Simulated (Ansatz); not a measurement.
Runs of Ansatz 0.2.0 on SnO. It takes space group P4/nmm (No. 129, tetragonal). The conventional cell has a = 3.814 Å, b = 3.814 Å, c = 4.887 Å, α = 90.00°, β = 90.00°, γ = 90.00°. Around Sn (site symmetry 4mm) lie 4 O at 2.23 Å. Around O (site symmetry -4m2) lie 4 Sn at 2.23 Å. The cell is a database's computed one.

```tsv
task	level	k mesh	atoms under strain	gap on the mesh (eV)	pressure (GPa)
phonons	PBE	5 × 5 × 5	-	0.56	-
phonons	PBEsol	5 × 5 × 5	-	0.54	-
elastic constants	PBEsol	5 × 5 × 5	clamped	0.54	-0.5
Born charges and dielectric tensor	PBE	7 × 7 × 6	-	0.37	-
Born charges and dielectric tensor	LDA	7 × 7 × 6	-	(b)	-
elastic constants	PBE	5 × 5 × 5	relaxed	(a)	2.5
```

Alike in all rows: potentials or basis Ansatz PAW; no spin polarisation; cell as given; cutoff (eV) 420; smearing fixed.

Question: Estimate the missing entries.

Answer: (a) 0.43; (b) 0.45.

Caveats: odd divisions of the mesh miss points on the zone boundary, where band edges often lie, so the gap on the mesh can be too wide; spin-orbit coupling is left out, which moves the levels of the heavy elements; the gap is small at this level, which inflates the dielectric constant (some runs); the PAW data sets come from PBE, with cores solved anew for the run's functional, which leaves a small shift of forces and pressure (some runs).

A k mesh can miss the band edges, and the runs leave out spin-orbit coupling on Sn.
